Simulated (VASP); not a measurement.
# HfN (P6_3/mmc) in VASP: notebook, part 3 of 8

VASP 6.6.1. The steps go on from the part before.

## Step 12: Equation of state, PBE, 11.86 Å³/atom

INCAR

```
SYSTEM = HfN
PREC = Accurate ; ENCUT = 460
EDIFF = 1E-6 ; ISMEAR = 0
SIGMA = 0.05 ; LREAL = .FALSE.
LASPH = .TRUE. ; NELM = 100
ALGO = Normal ; ISIF = 2
LWAVE = .FALSE. ; LCHARG = .FALSE.
GGA = PE ; ADDGRID = .FALSE.
```

KPOINTS

```
regular mesh
0
G
  2 2 1
  0 0 0
```

POSCAR

```
HfN
1.0
    3.1649388323      0.0000000000      0.0000000000
   -1.5824694162      2.7409174302      0.0000000000
    0.0000000000      0.0000000000      5.4704025717
Hf N
2 2
Direct
    0.3333333333      0.6666666667      0.2500000000
    0.6666666667      0.3333333333      0.7500000000
    0.0000000000      0.0000000000      0.5000000000
    0.0000000000      0.0000000000      0.0000000000
```

Potentials or basis: VASP PAW PBE potentials, release 64 (Hf_pv, N).

The run is started by

```
$ cat potpaw_PBE.64/Hf_pv/POTCAR potpaw_PBE.64/N/POTCAR > POTCAR
$ mpirun -np 1 vasp_std > vasp.out
```

It used 4.9 s of CPU time on 1 thread of Intel(R) Xeon(R) Platinum 8488C (Sapphire Rapids), on a shared host, which was overloaded at the time.

The run converged, but some of its settings lie outside the range that counts as converged, so its numbers aren't taken as properties of the crystal.

What came out:

```yaml
Free_energy: -42.4542 eV
Pressure: -3.2 GPa
Band_gap_on_the_k_mesh: 1.20 eV, direct
```

Caveat: the k mesh is coarse (spacing up to 1.15 Å⁻¹), so the values aren't converged; the cutoff is under 1.25 times the usual one of these potentials, so pressure, stress and relaxed cells hold a basis-set (Pulay) error; spin-orbit coupling is left out, which moves the levels of the heavy elements.

## Step 13: Equation of state, PBE, 11.17 Å³/atom

Changes to INCAR since step 12:

```diff
@@ -1,3 +1,3 @@
 SYSTEM = HfN
-PREC = Accurate ; ENCUT = 460
+PREC = Accurate ; ENCUT = 520
 EDIFF = 1E-6 ; ISMEAR = 0
```

KPOINTS is that of step 12.

POSCAR

```
HfN
1.0
    3.1022502209      0.0000000000      0.0000000000
   -1.5511251105      2.6866275002      0.0000000000
    0.0000000000      0.0000000000      5.3620491535
Hf N
2 2
Direct
    0.3333333333      0.6666666667      0.2500000000
    0.6666666667      0.3333333333      0.7500000000
    0.0000000000      0.0000000000      0.5000000000
    0.0000000000      0.0000000000      0.0000000000
```

The run is started by

```
$ cat potpaw_PBE.64/Hf_pv/POTCAR potpaw_PBE.64/N/POTCAR > POTCAR
$ mpirun -np 1 vasp_std > vasp.out
```

It used 5.2 s of CPU time on 1 thread of Intel(R) Xeon(R) Platinum 8488C (Sapphire Rapids), on a shared host, which was overloaded at the time.

The run converged, but some of its settings lie outside the range that counts as converged, so its numbers aren't taken as properties of the crystal.

Results:

```yaml
Free_energy: -42.3545 eV
Pressure: 14.7 GPa
Band_gap_on_the_k_mesh: 1.27 eV, direct
```

Caveat: the k mesh is coarse (spacing up to 1.17 Å⁻¹), so the values aren't converged; spin-orbit coupling is left out, which moves the levels of the heavy elements.

## Step 14: Equation of state, PBE, 11.86 Å³/atom

INCAR is that of step 13.

KPOINTS is that of step 13.

POSCAR

```
HfN
1.0
    3.1649388323      0.0000000000      0.0000000000
   -1.5824694162      2.7409174302      0.0000000000
    0.0000000000      0.0000000000      5.4704025717
Hf N
2 2
Direct
    0.3333333333      0.6666666667      0.2500000000
    0.6666666667      0.3333333333      0.7500000000
    0.0000000000      0.0000000000      0.5000000000
    0.0000000000      0.0000000000      0.0000000000
```

The run is started by

```
$ cat potpaw_PBE.64/Hf_pv/POTCAR potpaw_PBE.64/N/POTCAR > POTCAR
$ mpirun -np 1 vasp_std > vasp.out
```

It used 6 s of CPU time on 1 thread of Intel(R) Xeon(R) Platinum 8488C (Sapphire Rapids), on a shared host, which was overloaded at the time.

The run converged, but some of its settings lie outside the range that counts as converged, so its numbers aren't taken as properties of the crystal.

What came out:

| Property | Result |
| --- | --- |
| Free energy | -42.4536 eV |
| Pressure | -2.6 GPa |
| Band gap on the k mesh | 1.20 eV, direct |

Caveat: the k mesh is coarse (spacing up to 1.15 Å⁻¹), so the values aren't converged; spin-orbit coupling is left out, which moves the levels of the heavy elements.

## Step 15: Equation of state, PBE, 11.17 Å³/atom

Changes to INCAR since step 14:

```diff
@@ -1,3 +1,3 @@
 SYSTEM = HfN
-PREC = Accurate ; ENCUT = 520
+PREC = Accurate ; ENCUT = 650
 EDIFF = 1E-6 ; ISMEAR = 0
```

KPOINTS is that of step 14.

POSCAR

```
HfN
1.0
    3.1022502209      0.0000000000      0.0000000000
   -1.5511251105      2.6866275002      0.0000000000
    0.0000000000      0.0000000000      5.3620491535
Hf N
2 2
Direct
    0.3333333333      0.6666666667      0.2500000000
    0.6666666667      0.3333333333      0.7500000000
    0.0000000000      0.0000000000      0.5000000000
    0.0000000000      0.0000000000      0.0000000000
```

Potentials or basis: VASP PAW PBE potentials, release 64 (Hf_pv, N).

The run is started by

```
$ cat potpaw_PBE.64/Hf_pv/POTCAR potpaw_PBE.64/N/POTCAR > POTCAR
$ mpirun -np 1 vasp_std > vasp.out
```

It used 7.3 s of CPU time on 1 thread of Intel(R) Xeon(R) Platinum 8488C (Sapphire Rapids), on a shared host, which was overloaded at the time.

These settings aren't checked as converged: the numbers below hold their error.

What came out:

| Property | Result |
| --- | --- |
| Free energy | -42.3615 eV |
| Pressure | 14.6 GPa |
| Band gap on the k mesh | 1.27 eV, direct |

Caveat: the k mesh is coarse (spacing up to 1.17 Å⁻¹), so the values aren't converged; spin-orbit coupling is left out, which moves the levels of the heavy elements.

## Step 16: Equation of state, PBE, 11.86 Å³/atom

INCAR is that of step 15.

KPOINTS is that of step 15.

POSCAR

```
HfN
1.0
    3.1649388323      0.0000000000      0.0000000000
   -1.5824694162      2.7409174302      0.0000000000
    0.0000000000      0.0000000000      5.4704025717
Hf N
2 2
Direct
    0.3333333333      0.6666666667      0.2500000000
    0.6666666667      0.3333333333      0.7500000000
    0.0000000000      0.0000000000      0.5000000000
    0.0000000000      0.0000000000      0.0000000000
```

The run is started by

```
$ cat potpaw_PBE.64/Hf_pv/POTCAR potpaw_PBE.64/N/POTCAR > POTCAR
$ mpirun -np 1 vasp_std > vasp.out
```

It used 8.2 s of CPU time on 1 thread of Intel(R) Xeon(R) Platinum 8488C (Sapphire Rapids), on a shared host, which was overloaded at the time.

These settings aren't checked as converged: the numbers below hold their error.

Results:

* Free energy: -42.4614 eV
* Pressure: -2.7 GPa
* Band gap on the k mesh: 1.20 eV, direct

Caveat: the k mesh is coarse (spacing up to 1.15 Å⁻¹), so the values aren't converged; spin-orbit coupling is left out, which moves the levels of the heavy elements.

## Step 17: Equation of state, PBE, 11.17 Å³/atom

Changes to INCAR since step 16:

```diff
@@ -1,3 +1,3 @@
 SYSTEM = HfN
-PREC = Accurate ; ENCUT = 650
+PREC = Accurate ; ENCUT = 280
 EDIFF = 1E-6 ; ISMEAR = 0
```

KPOINTS

```
regular mesh
0
G
  4 4 2
  0 0 0
```

POSCAR

```
HfN
1.0
    3.1022502209      0.0000000000      0.0000000000
   -1.5511251105      2.6866275002      0.0000000000
    0.0000000000      0.0000000000      5.3620491535
Hf N
2 2
Direct
    0.3333333333      0.6666666667      0.2500000000
    0.6666666667      0.3333333333      0.7500000000
    0.0000000000      0.0000000000      0.5000000000
    0.0000000000      0.0000000000      0.0000000000
```

The run is started by

```
$ cat potpaw_PBE.64/Hf_pv/POTCAR potpaw_PBE.64/N/POTCAR > POTCAR
$ mpirun -np 1 vasp_std > vasp.out
```

It used 4.9 s of CPU time on 1 thread of Intel(R) Xeon(R) Platinum 8488C (Sapphire Rapids), with other jobs on the host, which was overloaded at the time.

The run converged, but a check on its numbers failed (symmetry, net force, bounds or a known fault of this set-up), so they aren't taken as properties of the crystal.

Caveat: the k mesh is coarse (spacing up to 0.59 Å⁻¹), so the values aren't converged; the cutoff lies under the usual one of these potentials, so the numbers hold a large basis-set error.

## Step 18: Equation of state, PBE, 11.86 Å³/atom

INCAR is that of step 17.

KPOINTS is that of step 17.

POSCAR

```
HfN
1.0
    3.1649388323      0.0000000000      0.0000000000
   -1.5824694162      2.7409174302      0.0000000000
    0.0000000000      0.0000000000      5.4704025717
Hf N
2 2
Direct
    0.3333333333      0.6666666667      0.2500000000
    0.6666666667      0.3333333333      0.7500000000
    0.0000000000      0.0000000000      0.5000000000
    0.0000000000      0.0000000000      0.0000000000
```

Potentials or basis: VASP PAW PBE potentials, release 64 (Hf_pv, N).

The run is started by

```
$ cat potpaw_PBE.64/Hf_pv/POTCAR potpaw_PBE.64/N/POTCAR > POTCAR
$ mpirun -np 1 vasp_std > vasp.out
```

It took 8.5 s on 1 thread of Intel Xeon Platinum 8488C (Sapphire Rapids), shared host; peak memory 0.12 GiB.

The run converged, but a check on its numbers failed (symmetry, net force, bounds or a known fault of this set-up), so they aren't taken as properties of the crystal.

Caveat: the k mesh is coarse (spacing up to 0.57 Å⁻¹), so the values aren't converged; the cutoff lies under the usual one of these potentials, so the numbers hold a large basis-set error.

## Step 19: Equation of state, PBE, 11.17 Å³/atom

Changes to INCAR since step 18:

```diff
@@ -1,3 +1,3 @@
 SYSTEM = HfN
-PREC = Accurate ; ENCUT = 280
+PREC = Accurate ; ENCUT = 340
 EDIFF = 1E-6 ; ISMEAR = 0
```

KPOINTS is that of step 18.

POSCAR

```
HfN
1.0
    3.1022502209      0.0000000000      0.0000000000
   -1.5511251105      2.6866275002      0.0000000000
    0.0000000000      0.0000000000      5.3620491535
Hf N
2 2
Direct
    0.3333333333      0.6666666667      0.2500000000
    0.6666666667      0.3333333333      0.7500000000
    0.0000000000      0.0000000000      0.5000000000
    0.0000000000      0.0000000000      0.0000000000
```

The run is started by

```
$ cat potpaw_PBE.64/Hf_pv/POTCAR potpaw_PBE.64/N/POTCAR > POTCAR
$ mpirun -np 1 vasp_std > vasp.out
```

It used 5.1 s of CPU time on 1 thread of Intel(R) Xeon(R) Platinum 8488C (Sapphire Rapids) (shared host), which was overloaded at the time.

The run converged, but a check on its numbers failed (symmetry, net force, bounds or a known fault of this set-up), so they aren't taken as properties of the crystal.

Caveat: the k mesh is coarse (spacing up to 0.59 Å⁻¹), so the values aren't converged; the cutoff lies under the usual one of these potentials, so the numbers hold a large basis-set error.

## Step 20: Equation of state, PBE, 11.86 Å³/atom

INCAR is that of step 19.

KPOINTS is that of step 19.

POSCAR

```
HfN
1.0
    3.1649388323      0.0000000000      0.0000000000
   -1.5824694162      2.7409174302      0.0000000000
    0.0000000000      0.0000000000      5.4704025717
Hf N
2 2
Direct
    0.3333333333      0.6666666667      0.2500000000
    0.6666666667      0.3333333333      0.7500000000
    0.0000000000      0.0000000000      0.5000000000
    0.0000000000      0.0000000000      0.0000000000
```

The run is started by

```
$ cat potpaw_PBE.64/Hf_pv/POTCAR potpaw_PBE.64/N/POTCAR > POTCAR
$ mpirun -np 1 vasp_std > vasp.out
```

It used 5.5 s of CPU time on 1 thread of Intel(R) Xeon(R) Platinum 8488C (Sapphire Rapids) (shared host), which was overloaded at the time.

The run converged, but a check on its numbers failed (symmetry, net force, bounds or a known fault of this set-up), so they aren't taken as properties of the crystal.

Caveat: the k mesh is coarse (spacing up to 0.57 Å⁻¹), so the values aren't converged; the cutoff lies under the usual one of these potentials, so the numbers hold a large basis-set error.

## Step 21: Equation of state, PBE, 11.17 Å³/atom

Changes to INCAR since step 20:

```diff
@@ -1,3 +1,3 @@
 SYSTEM = HfN
-PREC = Accurate ; ENCUT = 340
+PREC = Accurate ; ENCUT = 400
 EDIFF = 1E-6 ; ISMEAR = 0
```

KPOINTS is that of step 20.

POSCAR

```
HfN
1.0
    3.1022502209      0.0000000000      0.0000000000
   -1.5511251105      2.6866275002      0.0000000000
    0.0000000000      0.0000000000      5.3620491535
Hf N
2 2
Direct
    0.3333333333      0.6666666667      0.2500000000
    0.6666666667      0.3333333333      0.7500000000
    0.0000000000      0.0000000000      0.5000000000
    0.0000000000      0.0000000000      0.0000000000
```

Potentials or basis: VASP PAW PBE potentials, release 64 (Hf_pv, N).

The run is started by

```
$ cat potpaw_PBE.64/Hf_pv/POTCAR potpaw_PBE.64/N/POTCAR > POTCAR
$ mpirun -np 1 vasp_std > vasp.out
```

It used 7.2 s of CPU time on 1 thread of Intel(R) Xeon(R) Platinum 8488C (Sapphire Rapids), with other jobs on the host, which was overloaded at the time.

The run converged, but some of its settings lie outside the range that counts as converged, so its numbers aren't taken as properties of the crystal.

Results:

- Free energy: -42.9668 eV
- Band gap on the k mesh: none (metal or under the smearing width)

Caveat: the k mesh is coarse (spacing up to 0.59 Å⁻¹), so the values aren't converged; the cutoff is under 1.25 times the usual one of these potentials, so pressure, stress and relaxed cells hold a basis-set (Pulay) error.

## Step 22: Equation of state, PBE, 11.86 Å³/atom

INCAR is that of step 21.

KPOINTS is that of step 21.

POSCAR

```
HfN
1.0
    3.1649388323      0.0000000000      0.0000000000
   -1.5824694162      2.7409174302      0.0000000000
    0.0000000000      0.0000000000      5.4704025717
Hf N
2 2
Direct
    0.3333333333      0.6666666667      0.2500000000
    0.6666666667      0.3333333333      0.7500000000
    0.0000000000      0.0000000000      0.5000000000
    0.0000000000      0.0000000000      0.0000000000
```

The run is started by

```
$ cat potpaw_PBE.64/Hf_pv/POTCAR potpaw_PBE.64/N/POTCAR > POTCAR
$ mpirun -np 1 vasp_std > vasp.out
```

It used 7.1 s of CPU time on 1 thread of Intel(R) Xeon(R) Platinum 8488C (Sapphire Rapids), on a shared host, which was overloaded at the time.

The run converged, but some of its settings lie outside the range that counts as converged, so its numbers aren't taken as properties of the crystal.

What came out:

| Item | Value |
| --- | --- |
| Free energy | -43.0811 eV |
| Band gap on the k mesh | none (metal or under the smearing width) |

Caveat: the k mesh is coarse (spacing up to 0.57 Å⁻¹), so the values aren't converged; the cutoff is under 1.25 times the usual one of these potentials, so pressure, stress and relaxed cells hold a basis-set (Pulay) error.

## Step 23: Equation of state, PBE, 11.17 Å³/atom

Changes to INCAR since step 22:

```diff
@@ -1,3 +1,3 @@
 SYSTEM = HfN
-PREC = Accurate ; ENCUT = 400
+PREC = Accurate ; ENCUT = 460
 EDIFF = 1E-6 ; ISMEAR = 0
```

KPOINTS is that of step 22.

POSCAR

```
HfN
1.0
    3.1022502209      0.0000000000      0.0000000000
   -1.5511251105      2.6866275002      0.0000000000
    0.0000000000      0.0000000000      5.3620491535
Hf N
2 2
Direct
    0.3333333333      0.6666666667      0.2500000000
    0.6666666667      0.3333333333      0.7500000000
    0.0000000000      0.0000000000      0.5000000000
    0.0000000000      0.0000000000      0.0000000000
```

The run is started by

```
$ cat potpaw_PBE.64/Hf_pv/POTCAR potpaw_PBE.64/N/POTCAR > POTCAR
$ mpirun -np 1 vasp_std > vasp.out
```

Run time: 18 s. Hardware: 1 thread of Intel Xeon Platinum 8488C (Sapphire Rapids), shared host; peak memory 0.15 GiB.

The run converged, but some of its settings lie outside the range that counts as converged, so its numbers aren't taken as properties of the crystal.

What came out:

```yaml
Free_energy: -42.9759 eV
Pressure: 14.5 GPa
Band_gap_on_the_k_mesh: none (metal or under the smearing width)
```

Caveat: the k mesh is coarse (spacing up to 0.59 Å⁻¹), so the values aren't converged; the cutoff is under 1.25 times the usual one of these potentials, so pressure, stress and relaxed cells hold a basis-set (Pulay) error.

## Step 24: Equation of state, PBE, 11.86 Å³/atom

INCAR is that of step 23.

KPOINTS is that of step 23.

POSCAR

```
HfN
1.0
    3.1649388323      0.0000000000      0.0000000000
   -1.5824694162      2.7409174302      0.0000000000
    0.0000000000      0.0000000000      5.4704025717
Hf N
2 2
Direct
    0.3333333333      0.6666666667      0.2500000000
    0.6666666667      0.3333333333      0.7500000000
    0.0000000000      0.0000000000      0.5000000000
    0.0000000000      0.0000000000      0.0000000000
```

Potentials or basis: VASP PAW PBE potentials, release 64 (Hf_pv, N).

The run is started by

```
$ cat potpaw_PBE.64/Hf_pv/POTCAR potpaw_PBE.64/N/POTCAR > POTCAR
$ mpirun -np 1 vasp_std > vasp.out
```

It used 8.5 s of CPU time on 1 thread of Intel(R) Xeon(R) Platinum 8488C (Sapphire Rapids), with other jobs on the host, which was overloaded at the time.

The run converged, but some of its settings lie outside the range that counts as converged, so its numbers aren't taken as properties of the crystal.

Results:

- Free energy: -43.0804 eV
- Pressure: -2.7 GPa
- Band gap on the k mesh: none (metal or under the smearing width)

Caveat: the k mesh is coarse (spacing up to 0.57 Å⁻¹), so the values aren't converged; the cutoff is under 1.25 times the usual one of these potentials, so pressure, stress and relaxed cells hold a basis-set (Pulay) error.

## Step 25: Equation of state, PBE, 11.17 Å³/atom

Changes to INCAR since step 24:

```diff
@@ -1,3 +1,3 @@
 SYSTEM = HfN
-PREC = Accurate ; ENCUT = 460
+PREC = Accurate ; ENCUT = 280
 EDIFF = 1E-6 ; ISMEAR = 0
```

KPOINTS

```
regular mesh
0
G
  5 5 3
  0 0 0
```

POSCAR

```
HfN
1.0
    3.1022502209      0.0000000000      0.0000000000
   -1.5511251105      2.6866275002      0.0000000000
    0.0000000000      0.0000000000      5.3620491535
Hf N
2 2
Direct
    0.3333333333      0.6666666667      0.2500000000
    0.6666666667      0.3333333333      0.7500000000
    0.0000000000      0.0000000000      0.5000000000
    0.0000000000      0.0000000000      0.0000000000
```

The run is started by

```
$ cat potpaw_PBE.64/Hf_pv/POTCAR potpaw_PBE.64/N/POTCAR > POTCAR
$ mpirun -np 1 vasp_std > vasp.out
```

It used 5.8 s of CPU time on 1 thread of Intel(R) Xeon(R) Platinum 8488C (Sapphire Rapids), on a shared host, which was overloaded at the time.

The run converged, but a check on its numbers failed (symmetry, net force, bounds or a known fault of this set-up), so they aren't taken as properties of the crystal.

Caveat: the k mesh is coarse (spacing up to 0.47 Å⁻¹), so the values aren't converged; the cutoff lies under the usual one of these potentials, so the numbers hold a large basis-set error.

## Step 26: Equation of state, PBE, 11.86 Å³/atom

INCAR is that of step 25.

KPOINTS is that of step 25.

POSCAR

```
HfN
1.0
    3.1649388323      0.0000000000      0.0000000000
   -1.5824694162      2.7409174302      0.0000000000
    0.0000000000      0.0000000000      5.4704025717
Hf N
2 2
Direct
    0.3333333333      0.6666666667      0.2500000000
    0.6666666667      0.3333333333      0.7500000000
    0.0000000000      0.0000000000      0.5000000000
    0.0000000000      0.0000000000      0.0000000000
```

The run is started by

```
$ cat potpaw_PBE.64/Hf_pv/POTCAR potpaw_PBE.64/N/POTCAR > POTCAR
$ mpirun -np 1 vasp_std > vasp.out
```

It used 7.6 s of CPU time on 1 thread of Intel(R) Xeon(R) Platinum 8488C (Sapphire Rapids), with other jobs on the host, which was overloaded at the time.

The run converged, but a check on its numbers failed (symmetry, net force, bounds or a known fault of this set-up), so they aren't taken as properties of the crystal.

Caveat: the k mesh is coarse (spacing up to 0.46 Å⁻¹), so the values aren't converged; the cutoff lies under the usual one of these potentials, so the numbers hold a large basis-set error.

## Step 27: Equation of state, PBE, 11.17 Å³/atom

Changes to INCAR since step 26:

```diff
@@ -1,3 +1,3 @@
 SYSTEM = HfN
-PREC = Accurate ; ENCUT = 280
+PREC = Accurate ; ENCUT = 520
 EDIFF = 1E-6 ; ISMEAR = 0
```

KPOINTS

```
regular mesh
0
G
  4 4 2
  0 0 0
```

POSCAR

```
HfN
1.0
    3.1022502209      0.0000000000      0.0000000000
   -1.5511251105      2.6866275002      0.0000000000
    0.0000000000      0.0000000000      5.3620491535
Hf N
2 2
Direct
    0.3333333333      0.6666666667      0.2500000000
    0.6666666667      0.3333333333      0.7500000000
    0.0000000000      0.0000000000      0.5000000000
    0.0000000000      0.0000000000      0.0000000000
```

Potentials or basis: VASP PAW PBE potentials, release 64 (Hf_pv, N).

The run is started by

```
$ cat potpaw_PBE.64/Hf_pv/POTCAR potpaw_PBE.64/N/POTCAR > POTCAR
$ mpirun -np 1 vasp_std > vasp.out
```

It used 9.3 s of CPU time on 1 thread of Intel(R) Xeon(R) Platinum 8488C (Sapphire Rapids), with other jobs on the host, which was overloaded at the time.

The run converged, but some of its settings lie outside the range that counts as converged, so its numbers aren't taken as properties of the crystal.

What came out:

| Quantity | Value |
| --- | --- |
| Free energy | -42.9711 eV |
| Pressure | 15.0 GPa |
| Band gap on the k mesh | none (metal or under the smearing width) |

Caveat: the k mesh is coarse (spacing up to 0.59 Å⁻¹), so the values aren't converged.

[end of part 3 of 8]
